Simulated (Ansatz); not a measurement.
# Relaxing In₆GaP₈

Method: DFT PBE, scalar-relativistic, plane waves, PAW (Ansatz 0.2.0). (420 eV cutoff, 3×3×3 k-mesh, Gaussian smearing of 0.02 eV, no spin polarisation)

What was changed: Ga after trading places with the vacancy, charge +0, atoms relaxed.

A cell with an odd number of electrons and no spin polarisation is a metal by construction and may be lower with spin.

In a supercell of 15 atoms the defect feels its periodic images, and the cell reads as a metal on the mesh, so a level in the gap can't be told from a carrier in the bands.

Spin polarisation was left out.

Command:

```bash
ansatz run input.yaml --threads 4 --pin off --max-ram 10240MiB --backend cpu --events-out ev --progress --plain --runs-dir out
```

Input:

```yaml
crystal:
  lattice:
    - [0.0, 5.9597880294, -5.9597880294]
    - [-5.9597880294, 0.0, -5.9597880294]
    - [-5.9597880294, 5.9597880294, 0.0]
  atoms:
    - { symbol: Ga, position: [0.0, 0.0, 0.5] }
    - { symbol: In, position: [0.5, 0.5, 0.5] }
    - { symbol: In, position: [0.0, 0.5, 0.5] }
    - { symbol: In, position: [0.5, 0.0, 0.0] }
    - { symbol: In, position: [0.0, 1.0, 0.0] }
    - { symbol: In, position: [0.5, 0.5, 0.0] }
    - { symbol: In, position: [0.0, 0.5, 0.0] }
    - { symbol: P, position: [0.625, 0.125, 0.125] }
    - { symbol: P, position: [0.125, 0.125, 0.125] }
    - { symbol: P, position: [0.625, 0.625, 0.125] }
    - { symbol: P, position: [0.125, 0.625, 0.125] }
    - { symbol: P, position: [0.625, 0.125, 0.625] }
    - { symbol: P, position: [0.125, 0.125, 0.625] }
    - { symbol: P, position: [0.625, 0.625, 0.625] }
    - { symbol: P, position: [0.125, 0.625, 0.625] }
basis:
  ecutwfc: 420
  xc_grid: 2
kpoints:
  mp_grid: { grid: [3, 3, 3], shift: [0.0, 0.0, 0.0] }
hamiltonian:
  xc: pbe
scf:
  occupations: { method: gaussian, width: 0.02 }
output:
  forces: true
  stress: false
  eigenvalues: true
  write_density: true
  write_potential: true
  elf: true
  volumetric_format: npy
relax:
  adjacent_minimum: "off"
  f_tol: 0.02
  max_steps: 60
```

F is the free energy.

At step 9 the energy rises: a step can overshoot before the optimiser corrects it.

Steps:

```tsv
step	F − F(1) (eV)	largest force component (eV/Å)
1	0.0000	0.628
2	-0.2304	0.201
3	-0.2577	0.053
4	-0.2703	0.039
5	-0.3153	0.181
6	-0.5227	0.493
7	-0.9271	0.789
8	-1.3699	0.466
9	-1.1444	2.206
10	-1.4493	0.145
11	-1.4560	0.062
12	-1.4576	0.006
```

Relaxed structure:

```
CELL_PARAMETERS angstrom
0.00000 5.95979 -5.95979
-5.95979 0.00000 -5.95979
-5.95979 5.95979 0.00000
ATOMIC_POSITIONS crystal
Ga 0.03964 0.96036 0.46036
In 0.52149 0.51083 0.49670
In 0.97098 0.51083 0.49670
In 0.52149 0.99670 0.01083
In 0.97098 0.99670 0.01083
In 0.50693 0.49307 0.99307
In 0.00659 0.49341 0.99341
P 0.60181 0.11432 0.18205
P 0.14030 0.10913 0.11027
P 0.63208 0.62019 0.12019
P 0.12755 0.62019 0.12019
P 0.72486 0.14097 0.64097
P 0.99319 0.14097 0.64097
P 0.60181 0.68205 0.61432
P 0.14030 0.61027 0.60913
```

Symmetry: Imm2, No. 44, orthorhombic system. The conventional cell has a = 8.428 Å, b = 8.428 Å, c = 11.920 Å, α = 90.00°, β = 90.00°, γ = 90.00°. Ga (site symmetry mm2) has 4 P at 2.42 to 2.43 Å as nearest neighbours. In (site symmetry 1) is surrounded by 4 P at 2.57 to 2.66 Å. In (site symmetry mm2) has 4 P at 2.61 to 2.65 Å as nearest neighbours. Around In (site symmetry mm2) lie 4 P at 2.58 to 2.65 Å. P (site symmetry m) has 3 In at 2.57 to 2.65 Å as nearest neighbours. Around P (site symmetry m) lie 1 Ga at 2.42 Å and 3 In at 2.64 to 2.65 Å. P (site symmetry m) has 4 In at 2.58 to 2.61 Å as nearest neighbours. P (site symmetry m) has 1 P at 2.26 Å and 1 Ga at 2.43 Å as nearest neighbours.

The run converged. It took 81 s on 4 threads of Intel(R) Xeon(R) 6975P-C (Granite Rapids) (shared host), peak memory 1.2 GiB.